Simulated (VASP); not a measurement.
A run of VASP 6.6.1 is set up as follows.

POSCAR

```
Si
1.0
    4.1209500000      0.0000000000      0.0000000000
   -2.0604700000      3.5688500000      0.0000000000
    0.0000000000      0.0000000000      2.6547900000
Si
2
Direct
    0.3333300000      0.6666700000      0.5000000000
    0.6666700000      0.3333300000      0.5000000000
```

INCAR.step1

```
SYSTEM = Si
PREC = Accurate
ENCUT = 520
EDIFF = 1E-5
ISMEAR = -1
SIGMA = 0.05
LREAL = .False.
LASPH = .True.
NELM = 80
ALGO = Normal
ISIF = 2
LWAVE = .True.
LCHARG = .False.
GGA = PE
```

Contents of INCAR.step2:

```
SYSTEM = Si
PREC = Accurate
ENCUT = 520
EDIFF = 1E-6
ISMEAR = -1
SIGMA = 0.05
LREAL = .False.
LASPH = .True.
NELM = 80
ALGO = Normal
ISIF = 2
LWAVE = .False.
LCHARG = .False.
GGA = PS
LHFCALC = .True.
HFSCREEN = 0.2
PRECFOCK = Fast
ISTART = 1
```

The input KPOINTS:

```
regular mesh
0
Gamma
  4 4 5
  0 0 0
```

File KPOINTS_OPT:

```
path GMKGALHA,LM,KH
10
line-mode
reciprocal
 0.0000000000  0.0000000000  0.0000000000  G
 0.5000000000  0.0000000000  0.0000000000  M

 0.5000000000  0.0000000000  0.0000000000  M
 0.3333333333  0.3333333333  0.0000000000  K

 0.3333333333  0.3333333333  0.0000000000  K
 0.0000000000  0.0000000000  0.0000000000  G

 0.0000000000  0.0000000000  0.0000000000  G
 0.0000000000  0.0000000000  0.5000000000  A

 0.0000000000  0.0000000000  0.5000000000  A
 0.5000000000  0.0000000000  0.5000000000  L

 0.5000000000  0.0000000000  0.5000000000  L
 0.3333333333  0.3333333333  0.5000000000  H

 0.3333333333  0.3333333333  0.5000000000  H
 0.0000000000  0.0000000000  0.5000000000  A

 0.5000000000  0.0000000000  0.5000000000  L
 0.5000000000  0.0000000000  0.0000000000  M

 0.3333333333  0.3333333333  0.0000000000  K
 0.3333333333  0.3333333333  0.5000000000  H
```

Potentials or basis: VASP PAW PBE potentials, release 64 (Si).

Run with:

```console
$ cat potpaw_PBE.64/Si/POTCAR > POTCAR
$ cp INCAR.step1 INCAR
$ mpirun -np 1 vasp_std > vasp.out
$ cp INCAR.step2 INCAR
$ mpirun -np 1 vasp_std > vasp.out
```

Question: Predict the band gap along the path.

Answer: None (metal or under the smearing width).

Question: Estimate the pressure.

Answer: -3.8 GPa.

Levels at the corners of the path, in eV from the Fermi level:
| point | band 2 | band 3 | band 4 | band 5 | band 6 | band 7 |
| --- | --- | --- | --- | --- | --- | --- |
| Γ | -3.44 | -3.44 | -3.20 | 1.51 | 1.51 | 5.92 |
| M | -10.13 | -4.76 | -1.51 | 6.86 | 7.67 | 7.94 |
| M | -10.13 | -4.76 | -1.51 | 6.86 | 7.67 | 7.94 |
| K | -10.99 | -6.45 | 3.40 | 3.40 | 4.36 | 9.52 |
| K | -10.99 | -6.45 | 3.40 | 3.40 | 4.36 | 9.52 |
| Γ | -3.44 | -3.44 | -3.20 | 1.51 | 1.51 | 5.92 |
| Γ | -3.44 | -3.44 | -3.20 | 1.51 | 1.51 | 5.92 |
| A | -6.79 | -0.45 | -0.45 | 1.39 | 3.65 | 4.91 |
| A | -6.79 | -0.45 | -0.45 | 1.39 | 3.65 | 4.91 |
| L | -5.81 | -4.94 | -3.03 | -1.59 | 3.33 | 4.30 |
| L | -5.81 | -4.94 | -3.03 | -1.59 | 3.33 | 4.30 |
| H | -6.56 | -3.99 | -3.99 | -2.92 | 2.34 | 7.79 |
| H | -6.56 | -3.99 | -3.99 | -2.92 | 2.34 | 7.72 |
| A | -6.79 | -0.45 | -0.45 | 1.39 | 3.65 | 4.91 |
| L | -5.81 | -4.94 | -3.03 | -1.59 | 3.33 | 4.30 |
| M | -10.13 | -4.76 | -1.51 | 6.86 | 7.67 | 7.94 |
| K | -10.99 | -6.45 | 3.40 | 3.40 | 4.36 | 9.52 |
| H | -6.56 | -3.99 | -3.99 | -2.92 | 2.34 | 7.70 |

Caveat: the k mesh is coarse (spacing up to 0.47 Å⁻¹), so the values aren't converged, least of all with exact exchange; the PAW data sets were made with another functional, which shifts forces and pressure a little.
